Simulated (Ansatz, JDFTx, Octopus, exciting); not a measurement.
**P: 4 runs at one level of theory**

```xyz
2
Lattice="1.7257 0.9963 3.1297 -1.7257 0.9963 3.1297 0.0000 -1.9927 3.1297" Properties=species:S:1:pos:R:3 pbc="T T T"
P    -0.0131    0.0080    7.1927
P    -0.0121   -0.0027    2.1213
```

This isn't the form of P at room conditions, which is orthorhombic.

Atoms were shifted at random by some hundredths of an Å from the given cell, which wasn't relaxed again for these runs.

Alike in all runs: task single point; functional PBEsol; k mesh 9 × 9 × 9; occupations fermi-dirac, width 0.05 eV; no spin polarisation; no spin-orbit coupling. Pressure is positive in compression and, in plane waves, holds the error of the finite cutoff.

```csv
program and potentials,plane-wave cutoff (eV),notes,pressure (GPa),largest force (eV/Å),energy over the undisturbed cell (meV/atom)
"JDFTx, PseudoDojo-SR-PBEsol-0.4.1-standard with smoothed tails",599,-,-3.40,0.163,-1.56
"Ansatz, all-electron LAPW, scalar-relativistic",-,-,-3.39,0.172,-
"exciting, all-electron LAPW+lo, shipped species files, valence relativity iora*",-,-,-,0.151,-1.71
"Octopus, pseudodojo_pbesol (PseudoDojo 0.4, PBEsol)",-,-,-,?,?
```

Q: Estimate from the other rows what the run with Octopus, pseudodojo_pbesol (PseudoDojo 0.4, PBEsol) gave.

A: Largest force 0.159 eV/Å; energy over the undisturbed cell -1.69 meV/atom. The other rows, which needn't bracket it: pressure -3.40 to -3.39; largest force 0.151 to 0.172; energy over the undisturbed cell -1.71 to -1.56.
